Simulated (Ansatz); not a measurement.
System: rutile RuO2. Method: PBEsol (PAW; Ansatz, a first-principles code).

Numerical settings: plane-wave cutoff 500 eV, 14×8×1 k mesh (along the axes of the cell as run), Fermi–Dirac smearing 0.05 eV, scalar-relativistic PAW data made under PBE.

Question: Estimate the surface energy of the (110) face and work function of the (110) face that the calculation returns.

Answer: 
surface energy of the (110) face: 1.32 J/m²
work function of the (110) face: 5.41 eV

The slab of 24 atoms is relaxed and unreconstructed.

Computed values are for the static lattice.
